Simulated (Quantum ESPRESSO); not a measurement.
Crystal: Ti3Al.

```
Ti Al
1.0
     2.92754    0.00000    0.00000
    -1.46377    2.53533    0.00000
     0.00000    0.00000    9.22636
Ti Al
3 1
Direct
  0.33333 0.66667 0.24941
  0.33333 0.66667 0.75059
  0.66667 0.33333 0.00000
  0.66667 0.33333 0.50000
```

The cell comes from a database or a generator and needn't be the stable form of this composition.

* Program: Quantum ESPRESSO 7.5
* Task: single point
* Functional: PBEsol
* Potentials or basis: GBRV 1.5 PBEsol
* Cutoff: 612 eV
* Density cutoff: 4898 eV
* k mesh: 10 × 10 × 3
* Occupations: fermi-dirac, width 0.05 eV
* Spin: no spin polarisation

On this cell: pressure -3.5 GPa; largest force 0.079 eV/Å; band gap on the k mesh none (metal or under the smearing width).

The same run follows on a disturbed copy (atoms moved at random, drawn with an rms of 0.05 Å):

```
CELL_PARAMETERS angstrom
2.92754 0.00000 0.00000
-1.46377 2.53533 0.00000
0.00000 0.00000 9.22636
ATOMIC_POSITIONS crystal
Ti 0.35222 0.68057 0.25483
Ti 0.34791 0.69140 0.74630
Ti 0.65209 0.34189 0.00035
Al 0.66040 0.32153 0.50111
```

Question: What changes?

Answer: The energy (extrapolated to zero smearing) moves by +9.2 meV/atom; pressure -3.5 GPa; largest force 0.476 eV/Å; band gap on the k mesh none (metal or under the smearing width).

Forces in eV/Å, atoms in the order of the input:
```
Ti  -0.103 -0.073 -0.407
Ti  -0.033 -0.159  0.448
Ti   0.092  0.035  0.010
Al   0.044  0.197 -0.050
```

Stress tensor (GPa, compression positive):
```
-4.42 -0.61  0.07
-0.61 -3.16 -0.13
 0.07 -0.13 -2.86
```
